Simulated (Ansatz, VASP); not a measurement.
# SnO2: VASP beside Ansatz

Contents of INCAR:

```
SYSTEM = SnO2
PREC = Accurate
ENCUT = 520
EDIFF = 1E-6
ISMEAR = -1
SIGMA = 0.05
LREAL = .False.
LASPH = .True.
NELM = 60
ALGO = Normal
ISIF = 2
LWAVE = .False.
LCHARG = .False.
GGA = PE
NBANDS = 64
```

File KPOINTS:

```
Automatic mesh
0
Gamma
  5 5 5
  0 0 0
```

File POSCAR:

```
SnO2
1.0
    5.1752560000      0.0000000000      0.0000000000
    0.0000000000      5.1752560000      0.0000000000
    0.0000000000      0.0000000000      5.1752560000
Sn O
4 8
Direct
    0.0000000000      0.0000000000      0.0000000000
    0.5000000000      0.0000000000      0.5000000000
    0.5000000000      0.5000000000      0.0000000000
    0.0000000000      0.5000000000      0.5000000000
    0.6610980000      0.8389020000      0.1610980000
    0.8389020000      0.1610980000      0.6610980000
    0.1610980000      0.6610980000      0.8389020000
    0.3389020000      0.3389020000      0.3389020000
    0.6610980000      0.6610980000      0.6610980000
    0.8389020000      0.3389020000      0.1610980000
    0.1610980000      0.8389020000      0.3389020000
    0.3389020000      0.1610980000      0.8389020000
```

input.yaml

```yaml
crystal:
  lattice:
    - [5.175256, 0.0, 0.0]
    - [0.0, 5.175256, 0.0]
    - [0.0, 0.0, 5.175256]
  atoms:
    - { symbol: Sn, position: [0.0, 0.0, 0.0] }
    - { symbol: Sn, position: [0.5, 0.0, 0.5] }
    - { symbol: Sn, position: [0.5, 0.5, 0.0] }
    - { symbol: Sn, position: [0.0, 0.5, 0.5] }
    - { symbol: O, position: [0.661098, 0.838902, 0.161098] }
    - { symbol: O, position: [0.838902, 0.161098, 0.661098] }
    - { symbol: O, position: [0.161098, 0.661098, 0.838902] }
    - { symbol: O, position: [0.338902, 0.338902, 0.338902] }
    - { symbol: O, position: [0.661098, 0.661098, 0.661098] }
    - { symbol: O, position: [0.838902, 0.338902, 0.161098] }
    - { symbol: O, position: [0.161098, 0.838902, 0.338902] }
    - { symbol: O, position: [0.338902, 0.161098, 0.838902] }
kpoints:
  mp_grid: { grid: [5, 5, 5] }
scf:
  occupations: { method: fermi_dirac, width: 0.05 }
hamiltonian:
  xc: pbe
  pseudopotentials: { kind: all_electron, lapw: { basis_error: 0.001 } }
output:
  forces: true
  stress: true
  eigenvalues: true
  populations: true
```

Measurements of this composition are mostly on another form, of space group No. 136.

Alike in both runs: task single point; functional PBE; k mesh 5 × 5 × 5; occupations fermi-dirac, width 0.05 eV; no spin polarisation.

|  | VASP | Ansatz |
| --- | --- | --- |
| version | VASP 6.6.1 | Ansatz 0.2.0 |
| potentials or method | VASP PAW PBE potentials, release 64 (Sn_d, O) | all-electron LAPW, scalar-relativistic |
| plane-wave cutoff (eV) | 520 | see its input |

Ansatz gave:

* gap on the k mesh at the Fermi level (eV): 0.57
* least direct gap on the mesh (eV): 0.63
* pressure (GPa): -0.7

Task: Estimate VASP's values.

Result: gap on the k mesh at the Fermi level (eV): 0.56; least direct gap on the mesh (eV): 0.62; pressure (GPa): 0.0.

Ansatz ran all-electron here, so the differences hold the error of VASP's frozen core and of both bases.

Caveats: spin-orbit coupling is left out, which moves the levels of the heavy elements; an odd mesh through Γ misses points on the zone boundary, where band edges often lie. As with any semilocal functional, this PBE gap is likely too small.
